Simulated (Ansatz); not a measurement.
A relaxation computed with Ansatz, from input to last step.

```yaml
crystal:
  lattice:
    - [12.4, 0.0, 0.0]
    - [0.0, 11.7, 0.0]
    - [0.0, 0.0, 11.8]
  atoms:
    - { symbol: Cl, position: [0.5, 0.4957046248, 0.5061500465] }
    - { symbol: F, position: [0.6377391018, 0.5009268556, 0.5009450613] }
    - { symbol: F, position: [0.3622608982, 0.5009268556, 0.5009450613] }
    - { symbol: F, position: [0.5, 0.6052885839, 0.6010910599] }
    - { symbol: F, position: [0.5, 0.5919038343, 0.4063489706] }
    - { symbol: F, position: [0.5, 0.3947114161, 0.3989089401] }
basis:
  ecutwfc: 420
kpoints:
  mp_grid: { grid: [1, 1, 1] }
hamiltonian:
  xc: pbe
  dispersion: d3bj
scf:
  occupations: { method: gaussian, width: 0.01 }
output:
  forces: true
  eigenvalues: true
relax:
  adjacent_minimum: "off"
  f_tol: 0.01
  max_steps: 60
```

```bash
ansatz run input.yaml --threads 2 --pin off --max-ram 5120MiB --backend cpu --events-out ev --progress --plain --runs-dir out
```

These are results of DFT PBE+D3(BJ), scalar-relativistic, plane waves, PAW in Ansatz, not measurements.

Of 4 frames 4 are shown, positions in Å and forces in eV/Å; the SCF threshold varies from step to step.

```xyz
6
Lattice="12.4000 0.0000 0.0000 0.0000 11.7000 0.0000 0.0000 0.0000 11.8000" Properties=species:S:1:pos:R:3:forces:R:3 pbc="T T T" step=1 free_energy_over_end_meV_per_atom=0.63
Cl    6.2000    5.7997    5.9726    0.0000   -0.3340   -0.2590
F     7.9080    5.8608    5.9112   -0.0120   -0.0030    0.0020
F     4.4920    5.8608    5.9112    0.0120   -0.0030    0.0020
F     6.2000    7.0819    7.0929    0.0000    0.0840    0.0570
F     6.2000    6.9253    4.7949    0.0000    0.0760   -0.0260
F     6.2000    4.6181    4.7071    0.0000    0.1790    0.2250
6
Lattice="12.4000 0.0000 0.0000 0.0000 11.7000 0.0000 0.0000 0.0000 11.8000" Properties=species:S:1:pos:R:3:forces:R:3 pbc="T T T" step=2 free_energy_over_end_meV_per_atom=0.37
Cl    6.2000    5.7985    5.9711    0.0000   -0.2600   -0.1730
F     7.9078    5.8598    5.9102   -0.0040   -0.0030   -0.0040
F     4.4922    5.8598    5.9102    0.0040   -0.0030   -0.0040
F     6.2000    7.0819    7.0925    0.0000    0.0680    0.0510
F     6.2000    6.9274    4.7954    0.0000    0.0490   -0.0330
F     6.2000    4.6193    4.7103    0.0000    0.1460    0.1630
6
Lattice="12.4000 0.0000 0.0000 0.0000 11.7000 0.0000 0.0000 0.0000 11.8000" Properties=species:S:1:pos:R:3:forces:R:3 pbc="T T T" step=3 free_energy_over_end_meV_per_atom=0.00
Cl    6.2000    5.7937    5.9704    0.0000    0.0190   -0.0210
F     7.9077    5.8558    5.9062    0.0000   -0.0040    0.0040
F     4.4923    5.8558    5.9062    0.0000   -0.0040    0.0040
F     6.2000    7.0837    7.0929    0.0000   -0.0020    0.0060
F     6.2000    6.9298    4.7948    0.0000   -0.0040    0.0050
F     6.2000    4.6278    4.7192    0.0000   -0.0060    0.0020
6
Lattice="12.4000 0.0000 0.0000 0.0000 11.7000 0.0000 0.0000 0.0000 11.8000" Properties=species:S:1:pos:R:3:forces:R:3 pbc="T T T" step=4 free_energy_over_end_meV_per_atom=0.00
Cl    6.2000    5.7944    5.9696    0.0000   -0.0040    0.0030
F     7.9078    5.8556    5.9064    0.0020    0.0010   -0.0010
F     4.4922    5.8556    5.9064   -0.0020    0.0010   -0.0010
F     6.2000    7.0837    7.0934    0.0000    0.0020    0.0000
F     6.2000    6.9301    4.7946    0.0000   -0.0010    0.0010
F     6.2000    4.6274    4.7193    0.0000    0.0010   -0.0010
```

Time: 9 s on 2 threads of INTEL(R) XEON(R) PLATINUM 8581C CPU @ 2.30GHz (Emerald Rapids), with other jobs on the host, peak memory 0.93 GiB.